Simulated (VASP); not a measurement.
# LiF (Pm-3m) in VASP: single point with PBE

Aim: the single point of LiF with PBE.

All numbers are computed with VASP 6.6.1; they aren't measurements. Logs are shortened: lines on timing, memory, paths and dates and some standing lists are left out, and cuts for length are marked.

### Step 1. The structure

It takes space group Pm-3m (No. 221, cubic). Conventional cell: a = 2.560 Å, b = 2.560 Å, c = 2.560 Å, α = 90.00°, β = 90.00°, γ = 90.00°. Li (site symmetry m-3m) is surrounded by 8 F at 2.22 Å. F (site symmetry m-3m) is surrounded by 8 Li at 2.22 Å.

Measurements of this composition are mostly on another form, of space group No. 225.

### Step 2. Single point, PBE

Contents of INCAR:

```
SYSTEM = LiF
ALGO = Normal
EDIFF = 1E-6
ENCUT = 520
GGA = PE
ISIF = 2
ISMEAR = 0
LASPH = .True.
LCHARG = .False.
LREAL = .False.
LWAVE = .False.
NBANDS = 12
NELM = 80
PREC = Accurate
SIGMA = 0.05
```

Contents of KPOINTS:

```
k-points
0
Gamma
  10 10 10
  0 0 0
```

Contents of POSCAR:

```
LiF
1.0
    2.5595330000      0.0000000000      0.0000000000
    0.0000000000      2.5595330000      0.0000000000
    0.0000000000      0.0000000000      2.5595330000
Li F
1 1
Direct
    0.0000000000      0.0000000000      0.0000000000
    0.5000000000      0.5000000000      0.5000000000
```

Potentials or basis: VASP PAW PBE potentials, release 64 (Li_sv, F).

Started as:

```bash
$ cat potpaw_PBE.64/Li_sv/POTCAR potpaw_PBE.64/F/POTCAR > POTCAR
$ mpirun -np 1 vasp_std > vasp.out
```

OUTCAR:

```text
SYSTEM = LiF
   EDIFF = 1E-6
   ENCUT = 520
   GGA = PE
   ISIF = 2
   ISMEAR = 0
   LASPH = .True.
   LREAL = .False.
   NELM = 80
   PREC = Accurate

 ion  position               nearest neighbor table
   1  0.000  0.000  0.000-   2 2.22   2 2.22   2 2.22   2 2.22   2 2.22   2 2.22   2 2.22   2 2.22

   2  0.500  0.500  0.500-   1 2.22   1 2.22   1 2.22   1 2.22   1 2.22   1 2.22   1 2.22   1 2.22

  LATTYP: Found a simple cubic cell.
 ALAT       =     2.5595330000

  Lattice vectors:

 A1 = (   2.5595330000,   0.0000000000,   0.0000000000)
 A2 = (   0.0000000000,   2.5595330000,   0.0000000000)
 A3 = (   0.0000000000,   0.0000000000,   2.5595330000)

Analysis of symmetry for initial positions (statically):
=====================================================================
 Subroutine PRICEL returns:
 Original cell was already a primitive cell.

 Routine SETGRP: Setting up the symmetry group for a
 simple cubic supercell.

 Subroutine GETGRP returns: Found 48 space group operations
 (whereof 48 operations were pure point group operations)
 out of a pool of 48 trial point group operations.

The static configuration has the point symmetry O_h .

Analysis of symmetry for dynamics (positions and initial velocities):
=====================================================================
 Subroutine PRICEL returns:
 Original cell was already a primitive cell.

 Routine SETGRP: Setting up the symmetry group for a
 simple cubic supercell.

 Subroutine GETGRP returns: Found 48 space group operations
 (whereof 48 operations were pure point group operations)
 out of a pool of 48 trial point group operations.

The dynamic configuration has the point symmetry O_h .

 Subroutine INISYM returns: Found 48 space group operations
 (whereof 48 operations are pure point group operations),
 and found     1 'primitive' translations

----------------------------------------------------------------------------------------

                                     Primitive cell

  volume of cell :      16.7680

  direct lattice vectors                    reciprocal lattice vectors
     2.559533000  0.000000000  0.000000000     0.390696272  0.000000000  0.000000000
     0.000000000  2.559533000  0.000000000     0.000000000  0.390696272  0.000000000
     0.000000000  0.000000000  2.559533000     0.000000000  0.000000000  0.390696272

  length of vectors
     2.559533000  2.559533000  2.559533000     0.390696272  0.390696272  0.390696272

  position of ions in fractional coordinates (direct lattice)
     0.000000000  0.000000000  0.000000000
     0.500000000  0.500000000  0.500000000

  ion indices of the primitive-cell ions
   primitive index   ion index
                 1           1
                 2           2

----------------------------------------------------------------------------------------

 KPOINTS: k-points

Automatic generation of k-mesh.
 Grid dimensions read from file:
 generate k-points for:   10   10   10

 Generating k-lattice:

  Cartesian coordinates                     Fractional coordinates (reciprocal lattice)
     0.039069627  0.000000000  0.000000000     0.100000000  0.000000000  0.000000000
     0.000000000  0.039069627  0.000000000     0.000000000  0.100000000  0.000000000
     0.000000000  0.000000000  0.039069627     0.000000000  0.000000000  0.100000000

  Length of vectors
     0.039069627  0.039069627  0.039069627

  Shift w.r.t. Gamma in fractional coordinates (k-lattice)
     0.000000000  0.000000000  0.000000000

 Subroutine IBZKPT returns following result:
 ===========================================

 Found     56 irreducible k-points:

 Following reciprocal coordinates:
            Coordinates               Weight
  0.000000  0.000000  0.000000      1.000000
  0.100000  0.000000  0.000000      6.000000
  0.200000  0.000000  0.000000      6.000000
  0.300000  0.000000  0.000000      6.000000
  0.400000  0.000000  0.000000      6.000000
  0.500000  0.000000  0.000000      3.000000
[... 16 lines left out ...]
  0.200000  0.100000  0.100000     24.000000
  0.300000  0.100000  0.100000     24.000000
 [... further k-points ...]
   k-points           NKPTS =     56   k-points in BZ     NKDIM =     56   number of bands    NBANDS=     12
   number of dos      NEDOS =    301   number of ions     NIONS =      2
   total plane-waves  NPLWV =   8000
   dimension x,y,z NGX =    20 NGY =   20 NGZ =   20
   dimension x,y,z NGXF=    40 NGYF=   40 NGZF=   40
   ions per type =               1   1
   NGX,Y,Z   is equivalent  to a cutoff of  12.99, 12.99, 12.99 a.u.
   NGXF,Y,Z  is equivalent  to a cutoff of  25.98, 25.98, 25.98 a.u.
 SYSTEM =  LiF
   PREC   = accura    normal or accurate (medium, high low for compatibility)
   ISTART =      0    job   : 0-new  1-cont  2-samecut
   ICHARG =      2    charge: 1-file 2-atom 10-const
   ISPIN  =      1    spin polarized calculation?
   LNONCOLLINEAR =      F non collinear calculations
   LSORBIT =      F    spin-orbit coupling
   LASPH  =      T    aspherical Exc in radial PAW
   ENCUT  =  520.0 eV  38.22 Ry    6.18 a.u.   4.76  4.76  4.76*2*pi/ulx,y,z
   NELM   =     80;   NELMIN=  2; NELMDL= -5     # of ELM steps
   EDIFF  = 0.1E-05   stopping-criterion for ELM
   LREAL  =      F    real-space projection
   EDIFFG = 0.1E-04   stopping-criterion for IOM
   NSW    =      0    number of steps for IOM
   IBRION =     -1    ionic relax: 0-MD 1-quasi-New 2-CG
   NFREE  =      0    steps in history (QN), initial steepest desc. (CG)
   ISIF   =      2    stress and relaxation
   ISYM   =      2    0-nonsym 1-usesym 2-fastsym
   POTIM  = 0.5000    time-step for ionic-motion
   TEBEG  =    0.0;   TEEND  =   0.0 temperature during run
   PSTRESS=    0.0 pullay stress
   NELECT =      10.0000    total number of electrons
   NUPDOWN=      -1.0000    fix difference up-down
   EMIN   =  10.00;   EMAX   =-10.00  energy-range for DOS
   EFERMI =   0.00;   METHOD = LEGACY
   ISMEAR =     0;   SIGMA  =   0.05  broadening in eV -4-tet -1-fermi 0-gaus
   EFERMI_NEDOS =   21; number of points for ismear=-14 and -15
   IALGO  =     38    algorithm
   IMIX   =      4    mixing-type and parameters
     AMIX     =   0.40;   BMIX     =  1.00
     AMIX_MAG =   1.60;   BMIX_MAG =  1.00
  volume/ion in A,a.u.               =       8.38        56.58
  Fermi-wavevector in a.u.,A,eV,Ry     =   1.377994  2.604032 25.835673  1.898868
  Thomas-Fermi vector in A             =   2.503097
   LORBIT       =      0    0 simple, 1 ext, 2 COOP (PROOUT), +10 PAW based schemes
   GGA     = PE    functional components
   LHFCALC =     F    Hartree Fock is set to
   AEXX    =    0.0000 exact exchange contribution
   IVDW    =     0    specifies the selected vdW correction
   LEPSILON=     F    determine dielectric tensor
   LRPA    =     F    only Hartree local field effects (RPA)
 non-spin polarized calculation
 Gauss-broadening in eV      SIGMA  =   0.05
  energy-cutoff  :      520.00
  volume of cell :       16.77
 maximum number of plane-waves:       468
 NGX is ok and might be reduce to    20
   NGX =  9   NGY =  9   NGZ =  9

 number of electron      10.0000016 magnetization

 Free energy of the ion-electron system (eV)
  ---------------------------------------------------
  ext. energy  EPLUGINS =         0.00000000
  ---------------------------------------------------
  free energy    TOTEN  =        -9.04867838 eV

  energy without entropy =       -9.04867838  energy(sigma->0) =       -9.04867838

 E-fermi :   0.5207     XC(G=0):  -9.9324

 val. band max:        0.0775122772   @ k =   0.5000   0.5000   0.0000
 cond. band min:       7.5898139495   @ k =   0.0000   0.0000   0.0000
 fundamental gap:      7.5123016724
 Fermi energy:         0.5206727332

 k-point     1 :       0.0000    0.0000    0.0000
  band No.  band energies     occupation
      1     -42.7801      2.00000
      2     -20.7152      2.00000
      3      -0.5905      2.00000
      4      -0.5905      2.00000
      5      -0.5905      2.00000
      6       7.5898      0.00000
      7      18.9144      0.00000
      8      18.9144      0.00000
      9      20.9719      0.00000
     10      20.9719      0.00000
     11      20.9719      0.00000
     12      38.3898      0.00000

 k-point     2 :       0.1000    0.0000    0.0000
  band No.  band energies     occupation
      1     -42.7757      2.00000
      2     -20.6739      2.00000
      3      -0.9440      2.00000
      4      -0.5545      2.00000
      5      -0.5545      2.00000
      6       7.8332      0.00000
      7      17.4827      0.00000
      8      19.1426      0.00000
      9      20.9292      0.00000
     10      20.9292      0.00000
     11      22.9760      0.00000
     12      36.9284      0.00000

 k-point     3 :       0.2000    0.0000    0.0000
  band No.  band energies     occupation
      1     -42.7640      2.00000
      2     -20.5630      2.00000
      3      -1.7774      2.00000
      4      -0.4588      2.00000
      5      -0.4588      2.00000
      6       8.3619      0.00000
      7      15.8977      0.00000
      8      19.8269      0.00000
      9      20.8023      0.00000
     10      20.8023      0.00000
     11      26.2620      0.00000
     12      33.5838      0.00000
[... 286 lines left out ...]
 k-point    23 :       0.2000    0.1000    0.1000
  band No.  band energies     occupation
      1     -42.7557      2.00000
      2     -20.4765      2.00000
      3      -1.7075      2.00000
      4      -0.8210      2.00000
      5      -0.7160      2.00000
      6       8.9265      0.00000
      7      15.8336      0.00000
      8      17.4897      0.00000
      9      20.7099      0.00000
     10      23.7934      0.00000
     11      26.7415      0.00000
     12      31.5808      0.00000

 k-point    24 :       0.3000    0.1000    0.1000
  band No.  band energies     occupation
      1     -42.7418      2.00000
      2     -20.3317      2.00000
      3      -2.6051      2.00000
      4      -0.7234      2.00000
      5      -0.5731      2.00000
      6       9.4879      0.00000
      7      14.7414      0.00000
      8      17.7725      0.00000
      9      20.7272      0.00000
     10      23.8588      0.00000
     11      29.8136      0.00000
     12      29.8171      0.00000

 [... further k-points ...]

------------------------ aborting loop because EDIFF is reached ----------------------------------------

  FORCE on cell =-STRESS in cart. coord.  units (eV):
  Direction    XX          YY          ZZ          XY          YZ          ZX
  --------------------------------------------------------------------------------------
  -------------------------------------------------------------------------------------
  Total       -0.0407196     -0.0407196     -0.0407196      0.0000000      0.0000000     -0.0000000
  in kB       -3.8907325     -3.8907325     -3.8907325      0.0000000      0.0000000     -0.0000000
  external PRESSURE =      -3.8907325 kB  Pullay stress =       0.0000000 kB

 VOLUME and BASIS-vectors are now :
 -----------------------------------------------------------------------------
  energy-cutoff  :      520.00
  volume of cell :       16.77
      direct lattice vectors                 reciprocal lattice vectors
     2.559533000  0.000000000  0.000000000     0.390696272  0.000000000  0.000000000
     0.000000000  2.559533000  0.000000000     0.000000000  0.390696272  0.000000000
     0.000000000  0.000000000  2.559533000     0.000000000  0.000000000  0.390696272

 POSITION                                       TOTAL-FORCE (eV/Angst)
 -----------------------------------------------------------------------------------
      0.00000      0.00000      0.00000         0.000000      0.000000      0.000000
      1.27977      1.27977      1.27977         0.000000      0.000000      0.000000
 -----------------------------------------------------------------------------------
    total drift:                                0.000000      0.000000      0.000000

  FREE ENERGIE OF THE ION-ELECTRON SYSTEM (eV)
  ---------------------------------------------------
  free  energy   TOTEN  =        -9.0486783753 eV

  energy  without entropy=       -9.0486783753  energy(sigma->0) =       -9.04867838
```

Run time: 4.3 s. Hardware: 1 thread of Intel Xeon Platinum 8559C (Emerald Rapids), shared host; peak memory 0.12 GiB.

Results:

* Free energy: -9.0487 eV
* Band gap on the k mesh: 7.51 eV, indirect (least direct gap 8.18 eV)

Caveat: the cutoff is under 1.25 times the usual one of these potentials, so pressure, stress and relaxed cells hold a basis-set (Pulay) error.
